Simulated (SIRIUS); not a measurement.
Here is a SIRIUS 7.10.0 calculation.

Contents of sirius.json:

```json
{
  "control": {
    "processing_unit": "cpu",
    "verbosity": 2,
    "num_bands_to_print": 10,
    "print_forces": true,
    "print_stress": true
  },
  "parameters": {
    "electronic_structure_method": "pseudopotential",
    "xc_functionals": ["XC_GGA_X_PBE_SOL", "XC_GGA_C_PBE_SOL"],
    "gk_cutoff": 9.1,
    "pw_cutoff": 18.2,
    "ngridk": [10, 10, 10],
    "shiftk": [0, 0, 0],
    "smearing": "fermi_dirac",
    "smearing_width": 0.0018374661,
    "num_bands": 10,
    "num_mag_dims": 0,
    "num_dft_iter": 100,
    "energy_tol": 1e-08,
    "density_tol": 1e-06
  },
  "iterative_solver": {
    "type": "davidson",
    "min_tolerance": 1e-09,
    "tolerance_scale": [0.1, 0.25]
  },
  "mixer": {
    "type": "anderson",
    "beta": 0.7,
    "max_history": 8
  },
  "settings": {
    "tol_ne": 1e-10,
    "pseudo_grid_cutoff": 6.5
  },
  "unit_cell": {
    "lattice_vectors": [
      [0.0, 0.707106781187, 0.707106781187],
      [0.707106781187, 0.0, 0.707106781187],
      [0.707106781187, 0.707106781187, 0.0]
    ],
    "lattice_vectors_scale": 5.8233258895,
    "atom_coordinate_units": "lattice",
    "atom_types": ["Si", "C"],
    "atom_files": {
      "C": "C.json",
      "Si": "Si.json"
    },
    "atoms": {
      "Si": [
        [0.0, 0.0, 0.0]
      ],
      "C": [
        [0.75, 0.75, 0.75]
      ]
    }
  }
}
```

Potentials or basis: PseudoDojo 0.4.1 PBEsol standard (scalar relativistic).

The run is started by

```bash
$ upf_to_json C.upf
$ upf_to_json Si.upf
$ OMP_NUM_THREADS=1 sirius.scf --input=sirius.json --output=out.json --task=0
```

(1) What does it give for the pressure?

(2) Predict the band gap on the k mesh.

## Answers

(1) -0.1 GPa.

(2) 1.24 eV.

**The experiment to reproduce.**

From “Insight into the structural, elastic and electronic properties of a new orthorhombic 6O-SiC polytype”, 2020, pmc:7200658, for a bulk crystal of SiC: band gap 2.4 eV (indirect).

Measured gap of SiC: 2.4 eV (indirect; quoted in “Insight into the structural, elastic and electronic properties of a new orthorhombic 6O-SiC polytype”, 2020, pmc:7200658). This calculation gives 1.24 eV (-1.16 eV). 2 values of this kind are on record in papers (2.39 to 2.4 eV); this one was drawn at random among those near their median. The value is that of PBEsol on a finite k mesh, which can miss the band edges, without temperature or zero-point motion. Semilocal functionals fall short of measured gaps as a rule.
